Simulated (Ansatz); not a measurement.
Computed with Ansatz, DFT PBE, scalar-relativistic, plane waves, PAW. Settings: cutoff 420 eV, Γ-centred meshes spaced at most about 0.3 Å⁻¹, and about 0.25 Å⁻¹ or finer for metals (2π included), Gaussian smearing. No spin polarisation.

Each guess is relaxed in cell and atoms at zero pressure, on a coarse mesh first where it starts far from rest and then on a converged one. The steps can't lower the symmetry of the start, but it can rise. Energies are static (0 K, no zero-point motion).

Two unrelaxed guesses for La₅O:

A.

```
CELL_PARAMETERS angstrom
0.00000 4.29697 4.29697
4.29697 0.00000 4.29697
4.29697 4.29697 0.00000
ATOMIC_POSITIONS crystal
La 0.12500 0.62500 0.62500
La 0.62500 0.62500 0.62500
La 0.62500 0.12500 0.62500
La 0.62500 0.62500 0.12500
La 0.25000 0.25000 0.25000
O 0.00000 0.00000 0.00000
```

B.

```
CELL_PARAMETERS angstrom
5.81733 0.00000 0.00000
-2.90867 5.03796 0.00000
0.00000 0.00000 5.42558
ATOMIC_POSITIONS crystal
La 0.65997 0.00000 0.50000
La 0.66667 0.33333 0.00000
La 0.34003 0.34003 0.50000
La 0.00000 0.65997 0.50000
La 0.33333 0.66667 0.00000
O 0.00000 0.00000 0.00000
```

Question: Do they relax into the same structure? If not, which is lower?

Answer: No. B ends lower, by 0.90 eV/atom. A: F-43m at 26.4 Å³/atom → F-43m at 32.8 Å³/atom; B: P-62m at 26.5 Å³/atom → P-62m at 30.7 Å³/atom. Counting La atoms around O (those within 1.25 times the shortest such distance or 1.15 times the sum of covalent radii, 1.27 where that leaves under three; the shortest distance is added where it exceeds 1.18 times the sum of covalent radii), the end of A has O 16 from 3.8 Å and the end of B has O 6. End of A. Conventional cell: a = 9.237 Å. Around La on a site of symmetry 3m lie 6 La at 3.20–3.33 Å, 3 La at 3.82 Å and 3 O at 3.84 Å; La on a site of symmetry -43m is surrounded by 12 La at 3.82 Å and 4 O at 4.00 Å; around O lie 16 La at 3.84–4.00 Å (long against the sum of covalent radii). End of B. Conventional cell: a = 7.787 Å, c = 3.502 Å. La on a site of symmetry m2m has 2 O at 2.63 Å and 8 La at 3.41–3.50 Å; around La on a site of symmetry -6 lie 8 La at 3.44–3.50 Å, 3 La at 4.50 Å and 3 O at 4.50 Å; O has 6 La at 2.63 Å.

Ends held by symmetry can be saddle points. A magnetic state wasn't ruled out in cells without spin, among them P-62m, F-43m.
